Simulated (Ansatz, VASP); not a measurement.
**ZnO (zincite): VASP beside Ansatz**

```xyz
4
Lattice="3.2493 0.0000 0.0000 -1.6247 2.8140 0.0000 0.0000 0.0000 5.2057" Properties=species:S:1:pos:R:3 pbc="T T T"
Zn    0.0000    1.8760    2.6029
Zn    1.6247    0.9380    0.0000
O     1.6247    0.9380    1.9730
O     0.0000    1.8760    4.5759
```

Alike in both runs: task relaxation of cell and atoms; functional PBE; k mesh 12 × 12 × 6; occupations fermi-dirac, width 0.02 eV; no spin polarisation.

|  | VASP | Ansatz |
| --- | --- | --- |
| version | VASP 6.6.1 | Ansatz 0.2.0 |
| potentials or method | VASP PAW PBE potentials, release 64 (Zn, O) | PAW plane waves |
| plane-wave cutoff (eV) | 600 | 420 |
| valence electrons in the cell | 36 | 36 |

```csv
,VASP,Ansatz,Ansatz less VASP
"gap on the k mesh at the Fermi level, each at its own relaxed structure (eV)",0.72,0.74,+0.018
relaxed volume (Å³/atom),12.39,12.33,-0.064
relaxed cell length with the largest relative difference (Å),3.288,3.280,-0.0080
energy change over the relaxation (meV/atom),-9,-7,+2.1
```

PBE usually gives volumes a little too large and moduli too small. Zero-point motion and thermal expansion aren't in these numbers.
